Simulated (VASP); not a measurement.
# BAs: band structure with HSE06

BAs:

```
As B
1.0
     0.00000    2.38850    2.38850
     2.38850    0.00000    2.38850
     2.38850    2.38850    0.00000
As B
1 1
Direct
  0.75000 0.75000 0.75000
  0.00000 0.00000 0.00000
```

```yaml
Program: VASP 6.6.1
Task: band structure
Functional: HSE06
Potentials_or_basis: VASP PAW PBE potentials, release 64 (As, B)
Cutoff: 520 eV
k_mesh: 6 × 6 × 6
Occupations: gaussian, width 0.02 eV
Spin: no spin polarisation
Ladder: free
Grid_for_exact_exchange_PRECFOCK: Fast
Screening_parameter: 0.2 1/A
Further_INCAR_settings: ALGO = Normal; EDIFF = 1e-07; NBANDS = 11
```

```json
{"Pressure": "-0.6 GPa", "Band gap on the k mesh": "1.96 eV, indirect (least direct gap 4.13 eV)", "Band gap along the path": "1.86 eV, indirect (least direct gap 4.13 eV)"}
```

Levels at the corners of the path, in eV from the valence-band top:
| point | band 1 | band 2 | band 3 | band 4 | band 5 | band 6 | band 7 | band 8 | band 9 |
| --- | --- | --- | --- | --- | --- | --- | --- | --- | --- |
| Γ | -16.96 | 0.00 | 0.00 | 0.00 | 4.13 | 4.13 | 4.13 | 5.90 | 10.64 |
| X | -12.26 | -9.49 | -4.47 | -4.47 | 2.10 | 2.16 | 12.96 | 12.96 | 14.46 |
| X | -12.26 | -9.49 | -4.47 | -4.47 | 2.10 | 2.16 | 12.96 | 12.96 | 14.46 |
| W | -12.08 | -8.99 | -5.97 | -5.66 | 6.19 | 7.18 | 7.70 | 8.18 | 13.82 |
| W | -12.08 | -8.99 | -5.97 | -5.66 | 6.19 | 7.18 | 7.70 | 8.18 | 13.82 |
| K | -12.32 | -9.07 | -6.49 | -3.81 | 2.78 | 6.57 | 10.59 | 11.16 | 11.88 |
| K | -12.32 | -9.07 | -6.49 | -3.81 | 2.78 | 6.57 | 10.59 | 11.16 | 11.88 |
| Γ | -16.96 | 0.00 | 0.00 | 0.00 | 4.13 | 4.13 | 4.13 | 5.90 | 10.64 |
| Γ | -16.96 | 0.00 | 0.00 | 0.00 | 4.13 | 4.13 | 4.13 | 5.90 | 10.64 |
| L | -13.77 | -9.70 | -1.99 | -1.99 | 3.58 | 5.71 | 5.71 | 10.04 | 14.10 |
| L | -13.77 | -9.70 | -1.99 | -1.99 | 3.58 | 5.71 | 5.71 | 10.04 | 14.10 |
| U | -12.32 | -9.07 | -6.49 | -3.81 | 2.78 | 6.57 | 10.59 | 11.16 | 11.88 |
| U | -12.32 | -9.07 | -6.49 | -3.81 | 2.78 | 6.57 | 10.59 | 11.16 | 11.88 |
| W | -12.08 | -8.99 | -5.97 | -5.66 | 6.19 | 7.18 | 7.70 | 8.18 | 13.82 |
| W | -12.08 | -8.99 | -5.97 | -5.66 | 6.19 | 7.18 | 7.70 | 8.18 | 13.82 |
| L | -13.77 | -9.70 | -1.99 | -1.99 | 3.58 | 5.71 | 5.71 | 10.04 | 14.10 |
| L | -13.77 | -9.70 | -1.99 | -1.99 | 3.58 | 5.71 | 5.71 | 10.04 | 14.10 |
| K | -12.32 | -9.07 | -6.49 | -3.81 | 2.78 | 6.57 | 10.59 | 11.16 | 11.88 |
| U | -12.32 | -9.07 | -6.49 | -3.81 | 2.78 | 6.57 | 10.59 | 11.16 | 11.88 |
| X | -12.26 | -9.49 | -4.47 | -4.47 | 2.10 | 2.16 | 12.96 | 12.96 | 14.46 |

Wall time 12 min on 4 MPI ranks on AMD EPYC 7R43 64-Core Processor (Zen 3) (shared host), peak memory 0.25 GiB a rank.

Caveat: the PAW data sets were made with another functional, which shifts forces and pressure a little; the mesh misses the band edges, which the band path finds closer together.
